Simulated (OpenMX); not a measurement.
BAs under changes of volume

One of the cells (13.899 Å³/atom); the others are scaled copies at fixed shape and fractional positions:

```
As B
1.0
     0.00000    2.40432    2.40432
     2.40432    0.00000    2.40432
     2.40432    2.40432    0.00000
As B
1 1
Direct
  0.75000 0.75000 0.75000
  0.00000 0.00000 0.00000
```

| Item | Value |
| --- | --- |
| Program | OpenMX 3.8.5 |
| Functional | PBE |
| Potentials or basis | OpenMX 2013 PBE set, As7.0-s3p2d2, B7.0-s2p2d1, fixed grid of 36 × 36 × 36 points |
| k mesh | 11 × 11 × 11 |
| Occupations | fermi-dirac, width 0.05 eV |
| Spin | no spin polarisation |

```csv
volume (Å³/atom),energy over the lowest point (meV/atom),gap on the mesh (eV)
12.809,41.65,1.20
13.081,?,?
13.354,9.72,1.24
13.899,0.00,1.27
14.171,1.69,1.29
14.444,7.70,1.31
```

Task: What does the run at 13.081 Å³/atom give?

Result: Energy over the lowest point 22.88 meV/atom; gap on the mesh 1.22 eV.

Worked out: A Birch-Murnaghan fit of order 3 (a polynomial in V^(-2/3)) to the other rows has its minimum at 13.91 Å³/atom with B0 = V·E''(V) = 131 GPa and B' = 4.7. It gives 22.65 meV/atom at 13.081 Å³/atom, against the run's 22.88. A straight line through the other rows of the gap, of slope 0.895 eV per unit of ln V, gives 1.22 eV, against the run's 1.22.

Energies are extrapolated to zero smearing.

Caveats: the basis has few d functions beyond the semicore shells, which can make volumes several per cent too large; an odd mesh through Γ misses points on the zone boundary, where band edges often lie; the basis of atomic orbitals isn't converged, which shifts pressures, moduli and gaps. Spin-orbit coupling on As is left out.
